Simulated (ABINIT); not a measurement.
In, 2 atoms in the cell. Symmetry: P6_3/mmc, No. 194, hexagonal system. The conventional cell has a = 3.335 Å, b = 3.335 Å, c = 5.509 Å, α = 90.00°, β = 90.00°, γ = 120.00°. In (site symmetry -6m2) is surrounded by 12 In at 3.34 to 3.36 Å. This isn't the form of In at room conditions, which is tetragonal.

```yaml
Program: ABINIT 10.8.3 (patched build)
Task: equation of state
Functional: PBEsol
Potentials_or_basis: PseudoDojo NC SR PBEsol v0.4.1 standard
Cutoff: 952 eV
k_mesh: 9 × 9 × 5
Occupations: fermi-dirac, width 0.05 eV
Spin: no spin polarisation
```

Potentials or basis: PseudoDojo NC SR PBEsol v0.4.1 standard.

Launch:

```bash
$ abinit run.abi > log 2>&1
```

Hardware: 1 thread of Arm Neoverse V1, on a shared host.

Q: Estimate the wall time of this run.

A: Wall time 6.3 min on 1 thread of Arm Neoverse V1 (shared host), peak memory 0.14 GiB. Counts: scf iterations 58, mpi ranks 1, k points 36, bands 17, plane waves 3350.
